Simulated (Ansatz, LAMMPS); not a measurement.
# Squeezing and shearing InP with crystalline order left by the classical run (76 atoms), part 3 of 3

How stiff is InP with crystalline order left by the classical run (76 atoms)?

Ansatz 0.2.0; Kohn-Sham DFT, revPBE, PAW (set soft_2), plane waves.

The cell: 38 In and 38 P. The quench rate of 10 K/ps is orders of magnitude faster than experiment. The network of bonds at the start is that of the classical potential that made the cell. Only the Γ point is sampled.

So far. Step 7 (Volume -6 %): The relaxation converged after 2 steps, 0 eV below its start, with a largest force component of 0.016 eV/Å. Step 7 (Volume -6 %): Volume -6 %: the energy stands 1.48 eV above that of the reference, at a pressure of 4.10 GPa.

## (8) Volume +6 %

The relaxed cell is scaled to another volume.

Input and log are left out; they have the form of those shown for this kind of step.

It took 49 s on 4 threads of Arm Neoverse V1, shared host; peak memory 2.8 GiB; 3.2 min of CPU time.

The relaxation converged after 2 steps, 1.0e-6 eV below its start, with a largest force component of 0.0065 eV/Å.

Volume +6 %: the energy stands 1.16 eV above that of the reference, at a pressure of -2.79 GPa.

## (9) Volume -10 %

The relaxed cell is scaled to another volume.

Input and log are left out; they have the form of those shown for this kind of step.

Wall time 41 s (4 threads of Arm Neoverse V1, shared host); peak memory 2.4 GiB; 2.6 min of CPU time.

The relaxation converged after 2 steps, 0 eV below its start, with a largest force component of 0.028 eV/Å.

Volume -10 %: the energy stands 4.45 eV above that of the reference, at a pressure of 7.71 GPa.

## (10) Stretched by 1 % along x

The relaxed cell is strained along x alone, which gives the stiffness along x and its coupling to y and z.

input.yaml

```yaml
crystal:
  lattice:
    - [12.82471, 0.65081, 1.11149]
    - [0.65732, 14.68925, -0.07803]
    - [1.1226, -0.07803, 11.07686]
  atoms:
    [... the 76 atom lines of step 4 ...]
kpoints:
  mp_grid: { grid: [1, 1, 1] }
hamiltonian:
  xc: revpbe
scf:
  occupations: { method: fermi_dirac, width: 0.025 }
output:
  forces: true
  eigenvalues: true
  stress: true
relax:
  f_tol: 0.05
  max_steps: 70
```

On the command line:

```bash
$ ansatz run input.yaml --threads 4 --pin off --max-ram 8192MiB --backend cpu --events-out ev --progress --plain --runs-dir out
```

Numbers of over 12 decimals in the logs are rounded to 6 here.

What it wrote:

```text
[...]
Crystal: 76 atoms, lattice volume = 2063.459 Å³
Basis set: ecut = 420 eV, 40341 PW (Γ), exchange–correlation on 180×200×150 points (8 copies of the dense FFT grid, shifted against one another)
Bands: 418, of which v1, the nominal top of the filled ones, is band 342 counted from 1 (341 counted from 0)
Symmetry: 38 space group operations
[...]
k-points: 1
[...]
SCF iter   1: F=—  HF=-241768.451597 eV  |F-HF|=—  |Δ(HF+E_count)|=         —  Δρ=2.26e-3  dr2=9.23e-2  ethr=1.77e-3  ⟨swp⟩=8.0  Hψ=1991  notcnv=0  defer=4
[...]
SCF iter   6: F=-241768.425504 eV  HF=-241768.425503 eV  |F-HF|=1.21e-6  |Δ(HF+E_count)|=   4.66e-5  Δρ=3.93e-6  dr2=4.24e-7  ethr=1.87e-9  ⟨swp⟩=5.0  Hψ=1572  notcnv=0
SCF 1 converged in 6 iterations: F = -241768.425504 eV  dr2 = 4.24e-7
[...]
relax step   1: F+E_penalty+E_count = -241768.42550383 eV  Δ(F+E_penalty+E_count) = +0.000e0 eV  max|allowed force component| = 3.536e-2 eV/Å  Δτ_max = 0.0000 Å  (6 SCF iters, dr2 threshold 6.25e-5 eV, accepted)
[...]
SCF iter   3: F=-241768.425504 eV  HF=-241768.425504 eV  |F-HF|=3.45e-8  |Δ(HF+E_count)|=   8.17e-7  Δρ=5.70e-7  dr2=1.23e-8  ethr=1.46e-11  ⟨swp⟩=5.0  Hψ=1453  notcnv=0
SCF 2 converged in 3 iterations: F = -241768.425504 eV  dr2 = 1.23e-8
relax step   2: F+E_penalty+E_count = -241768.42550421 eV  Δ(F+E_penalty+E_count) = -3.798e-7 eV  max|allowed force component| = 3.536e-2 eV/Å  Δτ_max = 0.0000 Å  (3 SCF iters, accepted)
SCF converged after 3 iterations
Free energy (F): -241768.425504 eV
[...]
Internal energy: -241768.424577 eV  (E = F + TS)
E sigma→0 (E₀):  -241768.425040 eV
Entropy (-TS):   -0.000927 eV (-0.012 meV/atom)
Fermi energy:    6.376225 eV
[...]
--- Forces (eV/Å), atoms counted from 1 ---
  atom   1  In     0.02136081    -0.03536360    -0.00128401
  atom   2  In     0.02136081    -0.03536360    -0.00128401
  atom   3  In     0.02136081    -0.03536360    -0.00128401
  atom   4  In     0.02136081    -0.03536360    -0.00128401
  atom   5  In     0.02136081    -0.03536360    -0.00128401
  atom   6  In     0.02136081    -0.03536360    -0.00128401
  atom   7  In     0.02136081    -0.03536360    -0.00128401
  atom   8  In     0.02136081    -0.03536360    -0.00128401
  atom   9  In     0.02136081    -0.03536360    -0.00128401
  atom  10  In     0.02136081    -0.03536360    -0.00128401
  atom  11  In     0.02136081    -0.03536360    -0.00128401
  atom  12  In     0.02136081    -0.03536360    -0.00128401
  atom  13  In     0.02136081    -0.03536360    -0.00128401
  atom  14  In     0.02136081    -0.03536360    -0.00128401
[...]
atom  75  P     -0.02136113     0.03536420     0.00128339
  atom  76  P     -0.02136113     0.03536420     0.00128339
  max |Σ_I F_I| component: 2.34e-5 eV/Å
--- Stress (GPa, compression-positive) ---
       -1.027928       0.159936       0.059055
        0.159936      -0.298978       0.045466
        0.059055       0.045466      -0.343980
  P = ⅓ Tr σ = -0.5570 GPa (-5.570 kbar)
--- Band table (eV) ---
[...]
--- Relaxed structure (2 steps of the walk, 2 accepted, 0 SCFs on fresh bases) ---
  F+E_penalty+E_count = -241768.42550421 eV   max|allowed force component| = 3.536e-2 eV/Å
  atoms:
    - { symbol: In, position: [0.264373, 0.692960, 0.607721] }
    - { symbol: In, position: [0.159110, 0.035065, 0.344563] }
    - { symbol: In, position: [0.474899, 0.00874921, 0.134036] }
    - { symbol: In, position: [0.632794, 0.745591, 0.028773] }
[...]
- { symbol: P, position: [0.974633, 0.384168, 0.883830] }
```

Elapsed: 48 s, on 4 threads of Arm Neoverse V1, shared host; peak memory 2.6 GiB.

The relaxation converged after 2 steps, 0 eV below its start, with a largest force component of 0.035 eV/Å.

Stretched by 1 % along x: the energy stands 0.0667 eV above that of the reference, at a pressure of -0.557 GPa.

## (11) Pressure against volume

Atoms are relaxed at each volume, in the scaled cell.

```csv
volume change (%),volume (Å³/atom),energy change (meV/atom),pressure (GPa),largest move on relaxing (Å),bonds
-10,24.194,58.60,7.71,0.00,152
-6,25.269,19.44,4.10,0.00,152
-3,26.075,4.57,1.87,0.00,152
+0,26.882,0.00,0.00,-,152
+3,27.688,4.10,-1.58,0.00,152
+6,28.495,15.30,-2.79,0.00,152
```

## (12) Uniaxial strain and shear

Stress (GPa, compression positive) less that of the relaxed cell, atoms relaxed:

```csv
strain,xx,yy,zz,xy,energy change (meV/atom)
stretched by 1 % along x,-1.026,-0.295,-0.339,0.160,0.88
```

## (13) Outcome

The bulk modulus, from the slope of pressure against ln V over the three points nearest the relaxed volume, is 57.5 GPa; a quadratic over all points gives a pressure derivative of about 5.5.

Caveats: Strains are finite and relaxations stop at the force tolerance of the input, which can leave moduli too stiff; they are those of a static cell at zero temperature. Volumes are changed with the cell's shape held, so in an anisotropic solid the modulus lies over the one under free hydrostatic load. The program notes that the SCF threshold of the relaxations is loose for the stress. The cell edges changed by +3, +19 and -10 % with the Γ point alone; in so small a cell a change of shape can follow the discrete levels, so shape, energy gain and any gap at the end may be artefacts of the sampling.

The DFT runs together took 12 min of wall time.

[Logs are printed without paths, hosts, clocks, repeated set-up lines and the standing remarks that a program may print on its own settings, such as how far it seeks lower states.]

[Hosts, paths, dates, database ids (printed as entryN), source tags and the programs' standing remarks are cut or masked in the printed files.]
